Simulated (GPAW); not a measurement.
Here is a GPAW 26.7.0 calculation.

Contents of run.py:

```python
import numpy as np
from ase import Atoms
from ase.dft.bandgap import bandgap
from ase.io import write
from gpaw import GPAW, PW
from gpaw.spinorbit import soc_eigenstates

atoms = Atoms(['As', 'Ga'],
              cell=[[0.0, 2.82685, 2.82685],
                    [2.82685, 0.0, 2.82685],
                    [2.82685, 2.82685, 0.0]],
              scaled_positions=[[0.75, 0.75, 0.75],
                                [0.0, 0.0, 0.0]],
              pbc=True)

calc = GPAW(mode=PW(600),
            xc={'name': 'BEEF-vdW', 'backend': 'libvdwxc'},
            kpts={'size': (8, 8, 8), 'gamma': True},
            occupations={'name': 'fermi-dirac', 'width': 0.05},
            nbands=11,
            convergence={'density': 1e-05, 'energy': 1e-05},
            maxiter=150,
            txt='gpaw.txt')
atoms.calc = calc
energy = atoms.get_potential_energy()
forces = atoms.get_forces()
calc.write('gs.gpw')
write('result.traj', atoms)
print(f'Energy: {energy:.6f} eV')
print('Forces (eV/A):')
print(forces.round(4))
print('Fermi level:', round(calc.get_fermi_level(), 4), 'eV')
print(f'Gap: {bandgap(calc)[0]:.4f} eV, direct: {bandgap(calc, direct=True)[0]:.4f} eV')

path = atoms.cell.bandpath('GXWKGLUWLK,UX', npoints=60, eps=1e-4)
bs_calc = calc.fixed_density(kpts=path, symmetry='off', nbands=21,
                             convergence={'bands': 'CBM+6.0', 'eigenstates': 1e-6}, txt='bands.txt')
bs = bs_calc.band_structure()
bs.write('bs.json')
print(f'Gap on the path: {bandgap(bs_calc)[0]:.4f} eV')

soc = soc_eigenstates(bs_calc, theta=90, phi=0)
np.savetxt('soc_bands.dat', soc.eigenvalues(), fmt='%.4f')
mesh = soc_eigenstates('gs.gpw', theta=90, phi=0)
np.savetxt('soc_mesh.dat', mesh.eigenvalues(), fmt='%.4f')
print('Fermi level with spin-orbit coupling:', round(mesh.fermi_level, 4), 'eV')
```

Potentials or basis: GPAW PAW data sets (gpaw-data 1.2.1), pw.

Command:

```sh
$ OMP_NUM_THREADS=1 python run.py
```

(1) Predict the band gap along the path.

(2) Estimate the band gap on the k mesh.

## Answers

(1) 0.51 eV, direct.

(2) 0.51 eV, direct.

Caveat: spin-orbit coupling was added after a scalar SCF, so levels and gaps hold it while energy, forces, pressure and moments don't; this program's spin-orbit splittings come out too wide for heavy elements; the PAW data sets were made with another functional, which shifts forces and pressure a little.

**Measured values to compare with.**

“Evidence of valence band perturbations in GaAsN/GaAs(001): A combined variable-angle spectroscopic ellipsometry and modulated photoreflectance investigation”, 2008, arxiv:0805.2212 reports, for a bulk crystal of GaAs at 300 K: band gap 1.418 ± 0.005 eV (direct).

Against the measured gap of GaAs, 1.418 eV (direct; 300 K; “Evidence of valence band perturbations in GaAsN/GaAs(001): A combined variable-angle spectroscopic ellipsometry and modulated photoreflectance investigation”, 2008, arxiv:0805.2212), the calculated 0.51 eV is off by -0.91 eV. 3 values of this kind are on record (1.412 to 1.51 eV); this one was drawn at random among those near their median, those with a stated uncertainty first. The value is that of BEEF-vdW, without temperature or zero-point motion.
